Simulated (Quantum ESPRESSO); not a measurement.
Runs of Quantum ESPRESSO 7.5 on AlNi. Symmetry: Pm-3m, No. 221, cubic system. Conventional cell: a = 2.881 Å, b = 2.881 Å, c = 2.881 Å, α = 90.00°, β = 90.00°, γ = 90.00°. Ni (site symmetry m-3m) is surrounded by 8 Al at 2.50 Å. Al (site symmetry m-3m) has 8 Ni at 2.50 Å as nearest neighbours. 

| task | level | potentials or basis | U | cell | k mesh | cutoff (eV) | smearing | SCF threshold | start of the occupations | hubbard projectors | q mesh | k mesh for the Wannier functions | mesh quality | gap on the mesh (eV) | pressure (GPa) | moment (μB) | V0 of scaled cells (Å³/atom) | B0 (GPa) |
| --- | --- | --- | --- | --- | --- | --- | --- | --- | --- | --- | --- | --- | --- | --- | --- | --- | --- | --- |
| phonons | PBE | GBRV 1.5 PBE | - | relaxed | 9 × 9 × 9 | 612 | gaussian 0.136 eV | 4e-10 Ry | - | - | - | - | not flagged | none | 0.1 | 0.00 | - | - |
| Hubbard U by linear response | PBE+U | GBRV 1.5 PBE | Ni d U = 4 eV | as given | 8 × 8 × 8 | 612 | cold 0.272 eV | 4e-10 Ry | default | ortho-atomic | 2 × 2 × 2 | - | not flagged | none | (c) | 0.00 | - | - |
| phonons | PBEsol | GBRV 1.5 PBEsol | - | relaxed | 9 × 9 × 9 | 612 | methfessel-paxton 0.136 eV | 4e-10 Ry | - | - | - | - | not flagged | none | -0.1 | 0.00 | - | - |
| Wannier functions | PBE | GBRV 1.5 PBE | - | as given | 7 × 7 × 7 | 612 | fermi-dirac 0.05 eV | 4e-10 Ry | - | - | - | 5 × 5 × 5 | coarse | none | 2.1 | 0.00 | - | - |
| equation of state | PBE+D3(BJ) | PseudoDojo 0.4.1 SR PBE standard | - | as given | 9 × 9 × 9 | 1333 | fermi-dirac 0.05 eV | 4e-10 Ry | - | - | - | - | not flagged | - | - | - | (b) | 173 |
| equation of state | LDA | PseudoDojo 0.4.1 SR LDA standard | - | as given | 9 × 9 × 9 | 1333 | fermi-dirac 0.05 eV | 4e-10 Ry | - | - | - | - | not flagged | - | - | - | 11.32 | 186 |
| phonons | LDA | GBRV 1.5 LDA | - | relaxed | 6 × 6 × 6 | 612 | cold 0.2 eV | 4e-10 Ry | - | - | - | - | coarse | none | -0.1 | 0.00 | - | - |
| equation of state | r2SCAN | SG15 PBE 1.2 | - | as given | 4 × 4 × 4 | 1020 | fermi-dirac 0.05 eV | 1e-08 Ry | - | - | - | - | coarse | - | - | - | (a) | 174 |

Alike in all rows: spin collinear, ferromagnetic start.

Question: Estimate the missing entries.

Answer: (a) 11.75; (b) 11.73; (c) 1.5.

Caveats: some runs use coarse meshes; the mesh is thin for the phonons of a metal (some runs); the U is typed as a test and isn't derived for this compound (some runs); the Wannier minimisation didn't converge (some runs); the potentials were made for another functional, which shifts forces and pressure (some runs).

A k mesh can miss the band edges.

A gap of «none» marks a metal or a gap under the smearing width.

Not every run made on this cell is shown here.
